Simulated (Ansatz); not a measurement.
## SiC: energy along a strain

SiC, F-43m, a = 4.380 Å. The compound has several low-lying forms, and this is one of them. Ansatz: PBE, PAW, 420 eV, Γ-centred 10×10×10 mesh on 2 atoms, Gaussian smearing 0.05 eV; no spin polarisation. Cell vectors (Å): 0.000 2.190 2.190; 2.190 0.000 2.190; 2.190 2.190 0.000. The cell is strained by x per cent times the pattern (0 0 0 0 1 0) in the order xx yy zz yz xz xy (engineering shears), with fractional coordinates held. y is the free energy over the start, V0 = 10.502 Å³/atom. Symmetry makes y even in x.

```
x (%) y (meV/atom)
-6.00             ?
-3.00          7.77
 0.00          0.00
 0.75          0.50
 1.50          1.96
 2.25          4.37
 3.75         12.15
 4.50         17.49
 5.25         23.83
```

**Question.** Fit y = c2 x² + c4 x⁴ to the other rows, get the stiffness along the pattern, and predict the missing energy.

**Answer.** Least squares on the rows shown. y = 0.86318 x² + 4.5828×10⁻⁵ x⁴. The clamped-ion stiffness p·C·p = 2 × 8.632 eV × 160.2 / 10.502 Å³ = 263 GPa, which is C55 in these axes (C44 of the cubic crystal). At x = -6.00 the fit asked for gives 31.13 meV/atom. The run gave 31.13 meV/atom, the same to the digits shown.